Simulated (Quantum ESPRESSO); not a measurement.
## ZnSe (Stilleite) under changes of volume

One of the cells (22.757 Å³/atom); the others are scaled copies at fixed shape and fractional positions:

```
CELL_PARAMETERS angstrom
0.00000 2.83380 2.83380
2.83380 0.00000 2.83380
2.83380 2.83380 0.00000
ATOMIC_POSITIONS crystal
Se 0.75000 0.75000 0.75000
Zn 0.00000 0.00000 0.00000
```

| Quantity | Value |
| --- | --- |
| Program | Quantum ESPRESSO 7.5 |
| Functional | PBE |
| Potentials or basis | SSSP 1.3 efficiency PBE |
| Cutoff | 748 eV |
| Density cutoff | 5987 eV |
| k mesh | 8 × 8 × 8 |
| Occupations | fermi-dirac, width 0.05 eV |
| Spin | no spin polarisation |

| volume (Å³/atom) | energy over the lowest point (meV/atom) | pressure (GPa) | gap on the mesh (eV) |
| --- | --- | --- | --- |
| 21.391 | 43.51 | 6.9 | 1.54 |
| 21.846 | ? | ? | ? |
| 22.301 | 13.86 | 3.6 | 1.36 |
| 22.757 | 5.58 | 2.2 | 1.28 |
| 23.212 | 1.09 | 0.9 | 1.20 |
| 23.667 | 0.00 | -0.2 | 1.13 |
| 24.122 | 1.96 | -1.2 | 1.06 |

**Question.** What does the run at 21.846 Å³/atom give?

**Answer.** Energy over the lowest point 26.34 meV/atom; pressure 5.1 GPa; gap on the mesh 1.45 eV.

Worked out: A Birch-Murnaghan fit of order 3 (a polynomial in V^(-2/3)) to the other rows has its minimum at 23.60 Å³/atom with B0 = V·E''(V) = 57 GPa and B' = 4.5. It gives 26.34 meV/atom at 21.846 Å³/atom, against the run's 26.34, and -dE/dV = 5.2 GPa, against 5.1. A straight line through the other rows of the gap, of slope -3.99 eV per unit of ln V (its deformation potential), gives 1.45 eV, against the run's 1.45.

Energies are extrapolated to zero smearing.

Spin-orbit coupling on Se is left out.
